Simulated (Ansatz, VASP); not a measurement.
Re in VASP and in Ansatz

```
Re
1.0
     2.72900    0.00000    0.00000
    -1.36450    2.36338    0.00000
     0.00000    0.00000    8.81804
Re
4
Direct
  0.66667 0.33333 0.75000
  0.00000 0.00000 0.50000
  0.33333 0.66667 0.25000
  0.00000 0.00000 0.00000
```

Change from the starting cell: volume scaled by 0.96.

Alike in both runs: task single point; functional LDA; k mesh 11 × 11 × 3; occupations fermi-dirac, width 0.05 eV; no spin polarisation.

|  | VASP | Ansatz |
| --- | --- | --- |
| version | VASP 6.6.1 | Ansatz 0.2.0 |
| potentials or method | VASP PAW LDA potentials, release 64 (Re), cutoff 520 eV | all-electron LAPW, scalar-relativistic |

```csv
,VASP,Ansatz,Ansatz less VASP
gap on the k mesh at the Fermi level (eV),none,none,-
pressure (GPa),4.7,3.1,-1.63
largest component of the traceless stress (GPa),0.31,0.22,-0.087
```

A gap of «none» marks a metal or a gap that the smearing closes. Ansatz ran all-electron here, so the differences hold the error of VASP's frozen core and of both bases.

Spin-orbit coupling is left out, which matters for the levels of Re.
